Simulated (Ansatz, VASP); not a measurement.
WC: VASP beside Ansatz

```
W C
1.0
     1.54277    0.89072    2.51980
    -1.54277    0.89072    2.51980
     0.00000   -1.78144    2.51980
W C
1 1
Direct
  0.00000 0.00000 0.00000
  0.50000 0.50000 0.50000
```

Alike in both runs: functional r2SCAN; k mesh 12 × 12 × 12; occupations gaussian, width 0.1 eV; no spin polarisation.

Ansatz relaxed the structure, and its values are those at the end. VASP's run is a single point on that final structure, the one shown.

```csv
,VASP,Ansatz
version,VASP 6.6.1,Ansatz 0.2.0
potentials or method,"VASP PAW PBE potentials, release 64 (W_sv, C)","scalar-relativistic, plane waves, PAW"
plane-wave cutoff (eV),520,500
valence electrons in the cell,18,18
```

|  | VASP | Ansatz | Ansatz less VASP |
| --- | --- | --- | --- |
| gap on the k mesh at the Fermi level (eV) | none | none | - |
| pressure (GPa) | 1.8 | 0.1 | -1.68 |

A gap of «none» marks a metal or a gap that the smearing closes. With one functional, cell and mesh, what is left measures potentials, basis and numerics.

Caveats: the PAW data sets were made with another functional, which shifts forces and pressure a little (VASP). Spin-orbit coupling is left out, which matters for the levels of W.
